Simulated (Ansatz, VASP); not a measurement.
**SiC: VASP beside Ansatz**

Contents of INCAR:

```
PREC     = Accurate       # precision mode
ENCUT    = 600            # plane-wave cutoff, eV
EDIFF    = 1E-6           # SCF threshold, eV
ISMEAR   = 0              # smearing method
SIGMA    = 0.02           # smearing width, eV
LREAL    = F              # projectors in reciprocal space
LASPH    = T              # aspherical terms in the spheres
NELM     = 80             # most SCF steps
ALGO     = Normal         # electronic algorithm
ISIF     = 3              # what is computed and relaxed
LWAVE    = F              # write WAVECAR
LCHARG   = F              # write CHGCAR
IBRION   = 2              # ionic algorithm
NSW      = 70             # ionic steps
EDIFFG   = -0.005         # ionic threshold
```

File KPOINTS:

```
Automatic mesh
0
Gamma
  12 12 6
```

The input POSCAR:

```
SiC
1.0
    3.0917665516      0.0000000000      0.0000000000
   -1.5458832758      2.6775483763      0.0000000000
    0.0000000000      0.0000000000      5.0740210439
Si C
2 2
Direct
    0.3333333333      0.6666666667      0.0045635120
    0.6666666667      0.3333333333      0.5045635120
    0.3333333333      0.6666666667      0.3804364880
    0.6666666667      0.3333333333      0.8804364880
```

Input for Ansatz:

```yaml
crystal:
  lattice:
    - [3.0917665516, 0.0, 0.0]
    - [-1.5458832758, 2.6775483763, 0.0]
    - [0.0, 0.0, 5.0740210439]
  atoms:
    - { symbol: Si, position: [0.3333333333, 0.6666666667, 0.004563512] }
    - { symbol: Si, position: [0.6666666667, 0.3333333333, 0.504563512] }
    - { symbol: C, position: [0.3333333333, 0.6666666667, 0.380436488] }
    - { symbol: C, position: [0.6666666667, 0.3333333333, 0.880436488] }
basis:
  ecutwfc: 420
kpoints:
  mp_grid: { grid: [12, 12, 6] }
hamiltonian:
  xc: lda
scf:
  occupations: { method: gaussian, width: 0.02 }
output:
  forces: true
  stress: true
  eigenvalues: true
relax:
  adjacent_minimum: "off"
  f_tol: 0.005
  max_steps: 50
  cell: { stress_tol: 0.05 }
```

Alike in both runs: task relaxation of cell and atoms; functional LDA; k mesh 12 × 12 × 6; occupations gaussian, width 0.02 eV; no spin polarisation.

|  | VASP | Ansatz |
| --- | --- | --- |
| version | VASP 6.6.1 | Ansatz 0.2.0 |
| potentials or method | VASP PAW LDA potentials, release 64 (Si, C) | scalar-relativistic, plane waves, PAW |
| plane-wave cutoff (eV) | 600 | 420 |
| valence electrons in the cell | 16 | 16 |

VASP gave:

```
gap on the k mesh at the Fermi level, each at its own relaxed structure (eV) : 2.12
relaxed volume (Å³/atom)                                                     : 10.15
relaxed cell length with the largest relative difference (Å)                 : 5.018
energy change over the relaxation (meV/atom)                                 : -8
```

**Question.** What did Ansatz give for the same quantities?

**Answer.** gap on the k mesh at the Fermi level, each at its own relaxed structure (eV): 2.13; relaxed volume (Å³/atom): 10.14; relaxed cell length with the largest relative difference (Å): 5.016; energy change over the relaxation (meV/atom): -9.

A k mesh can miss the band edges. Zero-point motion and thermal expansion aren't in these numbers. LDA usually gives volumes a few per cent too small.
